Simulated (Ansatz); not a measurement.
# SnSe (Fm-3m) in Ansatz: further runs

Runs on SnSe. Level: LDA. Tasks: band structure, single point, equation of state.

Program: Ansatz 0.2.0. These are calculated values, not measurements. Logs are shortened: lines on timing, memory, paths and dates and some standing lists are left out, and cuts for length are marked.

## Step 1: The crystal as given

Symmetry: Fm-3m, No. 225, cubic system. The conventional cell has a = 6.020 Å, b = 6.020 Å, c = 6.020 Å, α = 90.00°, β = 90.00°, γ = 90.00°. Around Sn (site symmetry m-3m) lie 6 Se at 3.01 Å. Around Se (site symmetry m-3m) lie 6 Sn at 3.01 Å.

Measurements of this composition are mostly on another form, of space group No. 62.

## Step 2: Band structure, LDA

input.yaml

```yaml
crystal:
  lattice:
    - [0.0, 3.01, 3.01]
    - [3.01, 0.0, 3.01]
    - [3.01, 3.01, 0.0]
  atoms:
    - { symbol: Sn, position: [0.0, 0.0, 0.0] }
    - { symbol: Se, position: [0.5, 0.5, 0.5] }
hamiltonian:
  xc: lda
  pseudopotentials: { kind: paw }
kpoints:
  mp_grid: { grid: [8, 8, 8] }
  band_path:
    path:
      - [[0.0, 0.0, 0.0], [0.5, 0.0, 0.5], [0.5, 0.25, 0.75], [0.375, 0.375, 0.75], [0.0, 0.0, 0.0], [0.5, 0.5, 0.5], [0.625, 0.25, 0.625], [0.5, 0.25, 0.75], [0.5, 0.5, 0.5], [0.375, 0.375, 0.75]]
      - [[0.625, 0.25, 0.625], [0.5, 0.0, 0.5]]
    npoints: 14
scf:
  occupations: { method: fermi_dirac, width: 0.05 }
  n_extra_bands: 6
output:
  forces: true
  stress: true
  eigenvalues: true
  fatbands: true
```

Potentials or basis: Ansatz PAW.

Command:

```
$ ansatz run input.yaml --threads 2 --pin off --max-ram 5632MiB --backend cpu --events-out ev --progress --plain --runs-dir out
```

The program printed:

```text
Warning: RAYON_NUM_THREADS=2 ignored (pool sized by the plan → 2); use --threads N
scf.n_extra_bands = 6 over 15 filled bands (N_el = 30.0): the run solves 21 bands
Engine: ansatz 0.2.0, aarch64-unknown-linux-gnu
Pseudopotentials: kind: paw
Pseudopotential: Sn, paw, valence charge 14, recommended cutoff 420 eV (normal), Sn.paw.azcp
Pseudopotential: Se, paw, valence charge 16, recommended cutoff 420 eV (normal), Se.paw.azcp
Functional definition: SPW92
  exchange = slater_x
  correlation = pw_c
Crystal: 2 atoms, lattice volume = 54.542 Å³
Basis set: ecut = 420 eV, 1067 PW (Γ)
Bands: 21, of which v1, the nominal top of the filled ones, is band 15 counted from 1 (14 counted from 0)
Symmetry: 48 space group operations
Space group: Fm-3m (ITA 225), of the structure as read, at distance tolerance 3.8e-5 Å
k-points: 29 of 512
Non-local potential: Sn, projectors of the file, l = 0: 2, l = 1: 2, l = 2: 2, l = 3: 2
Non-local potential: Se, projectors of the file, l = 0: 2, l = 1: 2, l = 2: 3, l = 3: 1
PAW form: soft (Blöchl's): semilocal exchange-correlation on the pseudo side does not see the compensation charge
PAW frozen core: Sn, regenerated for the run's functional, and the local potential with it (the file was generated under x = pbe(κ = 0.804, μ = 0.2195149727645171), c = pbe(β = 0.06672455060314922))
PAW frozen core: Se, regenerated for the run's functional, and the local potential with it (the file was generated under x = pbe(κ = 0.804, μ = 0.2195149727645171), c = pbe(β = 0.06672455060314922))
PAW one-centre angular grid: Sn, 590 points (default); XC on 64 Gauss nodes
PAW one-centre angular grid: Se, 590 points (default); XC on 64 Gauss nodes
Initial density: superposition of atomic densities (neutral atoms: chi_scale 0, normalization atom), corrected by the library's trained network
Initial wavefunctions: pseudopotential atomic-orbital guess
Functional: x = slater, c = lda
SCF iter   1: F=—  HF=-11263.626703 eV  |F-HF|=—  |Δ(HF+E_count)|=         —  Δρ=5.03e-3  dr2=7.57e-3  ethr=1.77e-3  ⟨swp⟩=6.0  Hψ=2970  notcnv=0  defer=1
preconditioner: auto → none  [insulator: Δε(μ)=0.625 eV  Ē_g=19.089 eV  σ=0.050 eV  W_gap=1.00  n_scr=14 (ndim 8)  ℏωp=22.5 eV  f_vac=0.016  D(μ)=0.00/eV (n_scr^D=0)  ε∞_Penn≈2.4]
SCF iter   2: F=—  HF=-11263.622139 eV  |F-HF|=—  |Δ(HF+E_count)|=   4.56e-3  Δρ=2.10e-3  dr2=1.04e-3  ethr=2.52e-5  ⟨swp⟩=2.8  Hψ=1236  notcnv=0  defer=28
SCF iter   3: F=—  HF=-11263.621837 eV  |F-HF|=—  |Δ(HF+E_count)|=   3.02e-4  Δρ=4.92e-4  dr2=3.05e-4  ethr=3.45e-6  ⟨swp⟩=2.0  Hψ=860  notcnv=0  defer=28
SCF iter   4: F=—  HF=-11263.621737 eV  |F-HF|=—  |Δ(HF+E_count)|=   9.97e-5  Δρ=1.86e-4  dr2=9.07e-6  ethr=1.02e-6  ⟨swp⟩=2.6  Hψ=869  notcnv=0  defer=28
SCF iter   5: F=—  HF=-11263.621733 eV  |F-HF|=—  |Δ(HF+E_count)|=   3.75e-6  Δρ=3.53e-5  dr2=5.94e-7  ethr=3.02e-8  ⟨swp⟩=2.0  Hψ=1005  notcnv=0  defer=28
SCF iter   6: F=-11263.621733 eV  HF=-11263.621733 eV  |F-HF|=1.08e-7  |Δ(HF+E_count)|=   5.81e-7  Δρ=1.28e-5  dr2=9.19e-8  ethr=3.33e-10  ⟨swp⟩=8.2  Hψ=2993  notcnv=0
SCF 1 converged in 6 iterations: F = -11263.621733 eV  dr2 = 9.19e-8
NSCF: frozen V_eff on 142 k-points
SCF converged after 6 iterations
Free energy (F): -11263.621733 eV
Harris-Foulkes:  -11263.621733 eV  (|F-HF|=1.08e-7)
Internal energy: -11263.621688 eV  (E = F + TS)
E sigma→0 (E₀):  -11263.621711 eV
Entropy (-TS):   -0.000044 eV (-0.022 meV/atom)
Fermi energy:    8.933113 eV
--- Per-component energies (eV) ---
  E_band       = -487.033822
  E_kinetic    = 304.553942
  E_local      = -3338.150975  (includes V_loc(G=0)·N_el)
  E_nonlocal   = -617.580473
  E_hartree    = 1748.730908
  E_xc         = -483.200565
  E_vxc        = -197.496450  (∫ρ·V_xc dr)
  E_paw        = -5818.230210  (= ΣΔE_a)
  E_vpaw       = -135.840502  (= ΣTr[D̂ρ^β])
  E_aug_tail   = -0.000588  (compensation charges beyond the density's cutoff)
  E_ewald      = -3062.385987
  E_core_change = 2.642261  (= ΣΔE_core)
  E_smearing   = -0.000044  (= −TS)
  E_closure    = -0.000000  (closes the sum)
  Σ components = -11263.621733   (vs F -11263.621733, Δ=0.00e0)
--- Forces (eV/Å), atoms counted from 1 ---
  atom   1  Sn    -0.00000000     0.00000000     0.00000000
  atom   2  Se    -0.00000000     0.00000000     0.00000000
  max |Σ_I F_I| component: 4.16e-30 eV/Å
--- Stress (GPa, compression-positive) ---
       -3.359417      -0.000000      -0.000000
       -0.000000      -3.359417       0.000000
        0.000000       0.000000      -3.359417
  P = ⅓ Tr σ = -3.3594 GPa (-33.594 kbar)
--- Band table (eV; the first three rows and the last of 29) ---
  k-point 0: bands = ["-39.0879", "-39.0879", "-39.0861", "-39.0861", "-39.0861", "-12.7411", "-12.7411", "-12.7391", "-12.7391", "-12.7391", "-5.1526", "3.5103", "6.5812", "6.5812", "6.5812", "12.9589", "12.9589", "12.9589", "14.6264", "14.6264", "14.6264"]
  k-point 1: bands = ["-39.0879", "-39.0879", "-39.0860", "-39.0860", "-39.0860", "-12.7421", "-12.7421", "-12.7387", "-12.7374", "-12.7374", "-5.0435", "2.9648", "6.6020", "6.6020", "7.0028", "12.0987", "12.2545", "12.2545", "14.5674", "14.9936", "14.9936"]
  k-point 2: bands = ["-39.0879", "-39.0879", "-39.0860", "-39.0860", "-39.0860", "-12.7449", "-12.7449", "-12.7379", "-12.7329", "-12.7329", "-4.7499", "1.9190", "6.6717", "6.6717", "7.7088", "10.8058", "11.1223", "11.1223", "14.8452", "15.9538", "15.9538"]
  k-point 28: bands = ["-39.0879", "-39.0879", "-39.0860", "-39.0860", "-39.0859", "-12.7611", "-12.7401", "-12.7337", "-12.7337", "-12.7211", "-3.9183", "1.7343", "4.0478", "4.0478", "7.9320", "10.1523", "13.4546", "13.4546", "15.8994", "15.8994", "20.0257"]
```

Run time: 3.5 s. Hardware: 2 threads of Arm Neoverse V2, shared host; peak memory 0.32 GiB.

Results:

* Free energy: -11263.6217 eV
* Pressure: -3.4 GPa
* Band gap along the path: 0.16 eV, indirect (least direct gap 0.17 eV)

Levels at the corners of the path, in eV from the valence-band top:
```tsv
point	band 12	band 13	band 14	band 15	band 16	band 17	band 18	band 19
Γ	-5.25	-2.18	-2.18	-2.18	4.20	4.20	4.20	5.87
X	-6.16	-5.48	-3.63	-3.63	2.99	5.23	5.23	5.85
W	-7.02	-4.71	-4.71	-0.83	1.39	4.70	4.70	7.14
K	-7.11	-5.07	-3.16	-2.52	3.15	3.53	5.22	5.24
Γ	-5.25	-2.18	-2.18	-2.18	4.20	4.20	4.20	5.87
L	-8.14	-1.92	-1.92	-0.12	0.49	1.18	1.18	8.14
U	-7.11	-5.07	-3.16	-2.52	3.15	3.53	5.22	5.24
W	-7.02	-4.71	-4.71	-0.83	1.39	4.70	4.70	7.14
L	-8.14	-1.92	-1.92	-0.12	0.49	1.18	1.18	8.14
K	-7.11	-5.07	-3.16	-2.52	3.15	3.53	5.22	5.24
U	-7.11	-5.07	-3.16	-2.52	3.15	3.53	5.22	5.24
X	-6.16	-5.48	-3.63	-3.63	2.99	5.23	5.23	5.85
```

Caveat: spin-orbit coupling is left out, which moves the levels of the heavy elements; the PAW data sets come from PBE, with cores solved anew for the run's functional, which leaves a small shift of forces and pressure.

## Step 3: Single point, LDA, 25.63 Å³/atom (volume scaled by 0.94)

input.yaml

```yaml
crystal:
  lattice:
    - [0.0, 2.9485541872, 2.9485541872]
    - [2.9485541872, 0.0, 2.9485541872]
    - [2.9485541872, 2.9485541872, 0.0]
  atoms:
    - { symbol: Sn, position: [0.0, 0.0, 0.0] }
    - { symbol: Se, position: [0.5, 0.5, 0.5] }
hamiltonian:
  xc: lda
  pseudopotentials: { kind: paw }
kpoints:
  mp_grid: { grid: [8, 8, 8] }
scf:
  occupations: { method: fermi_dirac, width: 0.05 }
output:
  forces: true
  stress: true
  eigenvalues: true
```

Potentials or basis: Ansatz PAW.

Command:

```
$ ansatz run input.yaml --threads 2 --pin off --max-ram 5632MiB --backend cpu --events-out ev --progress --plain --runs-dir out
```

Wall time 0.94 s (2 threads of Arm Neoverse V2, shared host); peak memory 0.31 GiB.

The run converged. Its results:

```yaml
Free_energy: -11263.6592 eV
Pressure: -0.1 GPa
Band_gap_on_the_k_mesh: 0.78 eV, indirect (least direct gap 0.89 eV)
```

Caveat: spin-orbit coupling is left out, which moves the levels of the heavy elements; the PAW data sets come from PBE, with cores solved anew for the run's functional, which leaves a small shift of forces and pressure.

## Step 4: Single point, LDA, 26.18 Å³/atom (volume scaled by 0.96)

input.yaml, as its differences from that of step 3:

```diff
@@ -2,5 +2,5 @@
   lattice:
-    - [0.0, 2.9485541872, 2.9485541872]
-    - [2.9485541872, 0.0, 2.9485541872]
-    - [2.9485541872, 2.9485541872, 0.0]
+    - [0.0, 2.9693193375, 2.9693193375]
+    - [2.9693193375, 0.0, 2.9693193375]
+    - [2.9693193375, 2.9693193375, 0.0]
   atoms:
```

Command:

```
$ ansatz run input.yaml --threads 2 --pin off --max-ram 5632MiB --backend cpu --events-out ev --progress --plain --runs-dir out
```

It took 0.94 s on 2 threads of Arm Neoverse V2, shared host; peak memory 0.31 GiB.

It converged, with:

```yaml
Free_energy: -11263.6542 eV
Pressure: -1.3 GPa
Band_gap_on_the_k_mesh: 0.75 eV, indirect (least direct gap 0.79 eV)
```

Caveat: spin-orbit coupling is left out, which moves the levels of the heavy elements; the PAW data sets come from PBE, with cores solved anew for the run's functional, which leaves a small shift of forces and pressure.

## Step 5: Single point, LDA, 26.73 Å³/atom (volume scaled by 0.98)

input.yaml, as its differences from that of step 4:

```diff
@@ -2,5 +2,5 @@
   lattice:
-    - [0.0, 2.9693193375, 2.9693193375]
-    - [2.9693193375, 0.0, 2.9693193375]
-    - [2.9693193375, 2.9693193375, 0.0]
+    - [0.0, 2.989798049, 2.989798049]
+    - [2.989798049, 0.0, 2.989798049]
+    - [2.989798049, 2.989798049, 0.0]
   atoms:
@@ -19 +19,5 @@
   eigenvalues: true
+  write_density: true
+  write_potential: true
+  elf: true
+  volumetric_format: npy
```

Command:

```
$ ansatz run input.yaml --threads 2 --pin off --max-ram 5632MiB --backend cpu --events-out ev --progress --plain --runs-dir out
```

Wall time 1.2 s (2 threads of Arm Neoverse V2, shared host); peak memory 0.32 GiB.

It converged, with:

```
Free energy            : -11263.6414 eV
Pressure               : -2.4 GPa
Band gap on the k mesh : 0.70 eV, direct
```

Caveat: spin-orbit coupling is left out, which moves the levels of the heavy elements; the PAW data sets come from PBE, with cores solved anew for the run's functional, which leaves a small shift of forces and pressure.

## Step 6: Single point, LDA, 27.27 Å³/atom

input.yaml

```yaml
crystal:
  lattice:
    - [0.0, 3.01, 3.01]
    - [3.01, 0.0, 3.01]
    - [3.01, 3.01, 0.0]
  atoms:
    - { symbol: Sn, position: [0.0, 0.0, 0.0] }
    - { symbol: Se, position: [0.5, 0.5, 0.5] }
hamiltonian:
  xc: lda
  pseudopotentials: { kind: paw }
kpoints:
  mp_grid: { grid: [8, 8, 8] }
scf:
  occupations: { method: fermi_dirac, width: 0.05 }
output:
  forces: true
  stress: true
  eigenvalues: true
```

Potentials or basis: Ansatz PAW.

Command:

```
$ ansatz run input.yaml --threads 2 --pin off --max-ram 5632MiB --backend cpu --events-out ev --progress --plain --runs-dir out
```

It took 0.93 s on 2 threads of Arm Neoverse V2, shared host; peak memory 0.32 GiB.

The run converged. Its results:

```yaml
Free_energy: -11263.6217 eV
Pressure: -3.4 GPa
Band_gap_on_the_k_mesh: 0.61 eV, direct
```

Caveat: spin-orbit coupling is left out, which moves the levels of the heavy elements; the PAW data sets come from PBE, with cores solved anew for the run's functional, which leaves a small shift of forces and pressure.

## Step 7: Single point, LDA, 27.82 Å³/atom (volume scaled by 1.02)

input.yaml, as its differences from that of step 6:

```diff
@@ -2,5 +2,5 @@
   lattice:
-    - [0.0, 3.01, 3.01]
-    - [3.01, 0.0, 3.01]
-    - [3.01, 3.01, 0.0]
+    - [0.0, 3.0299343558, 3.0299343558]
+    - [3.0299343558, 0.0, 3.0299343558]
+    - [3.0299343558, 3.0299343558, 0.0]
   atoms:
@@ -19 +19,5 @@
   eigenvalues: true
+  write_density: true
+  write_potential: true
+  elf: true
+  volumetric_format: npy
```

Command:

```
$ ansatz run input.yaml --threads 2 --pin off --max-ram 5632MiB --backend cpu --events-out ev --progress --plain --runs-dir out
```

Run time: 1.4 s. Hardware: 2 threads of Arm Neoverse V2, shared host; peak memory 0.32 GiB.

The run converged. Its results:

```yaml
Free_energy: -11263.5959 eV
Pressure: -4.2 GPa
Band_gap_on_the_k_mesh: 0.53 eV, direct
```

Caveat: spin-orbit coupling is left out, which moves the levels of the heavy elements; the PAW data sets come from PBE, with cores solved anew for the run's functional, which leaves a small shift of forces and pressure.

## Step 8: Single point, LDA, 28.36 Å³/atom (volume scaled by 1.04)

input.yaml, as its differences from that of step 7:

```diff
@@ -2,5 +2,5 @@
   lattice:
-    - [0.0, 3.0299343558, 3.0299343558]
-    - [3.0299343558, 0.0, 3.0299343558]
-    - [3.0299343558, 3.0299343558, 0.0]
+    - [0.0, 3.0496098055, 3.0496098055]
+    - [3.0496098055, 0.0, 3.0496098055]
+    - [3.0496098055, 3.0496098055, 0.0]
   atoms:
```

Command:

```
$ ansatz run input.yaml --threads 2 --pin off --max-ram 5632MiB --backend cpu --events-out ev --progress --plain --runs-dir out
```

Wall time 1.4 s (2 threads of Arm Neoverse V2, shared host); peak memory 0.32 GiB.

Results (log left out):

* Free energy: -11263.5646 eV
* Pressure: -5.0 GPa
* Band gap on the k mesh: 0.45 eV, direct

Caveat: spin-orbit coupling is left out, which moves the levels of the heavy elements; the PAW data sets come from PBE, with cores solved anew for the run's functional, which leaves a small shift of forces and pressure.

## Step 9: Single point, LDA, 28.91 Å³/atom (volume scaled by 1.06)

input.yaml, as its differences from that of step 8:

```diff
@@ -2,5 +2,5 @@
   lattice:
-    - [0.0, 3.0496098055, 3.0496098055]
-    - [3.0496098055, 0.0, 3.0496098055]
-    - [3.0496098055, 3.0496098055, 0.0]
+    - [0.0, 3.0690345955, 3.0690345955]
+    - [3.0690345955, 0.0, 3.0690345955]
+    - [3.0690345955, 3.0690345955, 0.0]
   atoms:
```

Potentials or basis: Ansatz PAW.

Command:

```
$ ansatz run input.yaml --threads 2 --pin off --max-ram 5632MiB --backend cpu --events-out ev --progress --plain --runs-dir out
```

Wall time 1.3 s (2 threads of Arm Neoverse V2, shared host); peak memory 0.32 GiB.

Results (log left out):

| Property | Result |
| --- | --- |
| Free energy | -11263.5284 eV |
| Pressure | -5.7 GPa |
| Band gap on the k mesh | 0.38 eV, direct |

Caveat: spin-orbit coupling is left out, which moves the levels of the heavy elements; the PAW data sets come from PBE, with cores solved anew for the run's functional, which leaves a small shift of forces and pressure.

## Step 10: Equation of state, LDA

This step only gathers the single runs of the series.

What came out:

```yaml
Equilibrium_volume: "25.58 Å³/atom (rough: see the caveat)"
Bulk_modulus: 60 GPa (rough)
```

Energy against volume, from the lowest point:
```tsv
volume (Å³/atom)	energy (meV/atom)
25.635	0.00
26.180	2.52
26.725	8.92
27.271	18.75
27.816	31.68
28.362	47.33
28.907	65.44
```

Caveat: the minimum lies outside the volumes run.
